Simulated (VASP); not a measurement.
Energy against volume of InN (wurtzite). Level of theory: SCAN meta-GGA, VASP's PBE PAW potentials (set 64) (plane waves; VASP). Settings: 520 eV cut-off, 10×10×6 Γ-centred mesh, first-order Methfessel-Paxton smearing of 0.10 eV, potentials In_d N.

Shape and ions are relaxed at each volume.

```tsv
V (Å³/atom)	E (eV/atom)
15.048	-21.38616
15.513	-21.39433
15.979	-21.39038
16.444	-21.37600
```

Task: Fit these four points and predict the energy of the run at 14.582 Å³/atom.

Result: A cubic in V^(−2/3), the third-order Birch-Murnaghan form, passes through the four points with V0 = 15.58 Å³/atom and B0 = 136 GPa, and gives -21.3639 eV/atom there. The run gave -21.3627 eV/atom, +1.2 meV/atom from the fit; all five points give B0 = 139 GPa.

The compound is InN in the wurtzite structure. It was relaxed first.
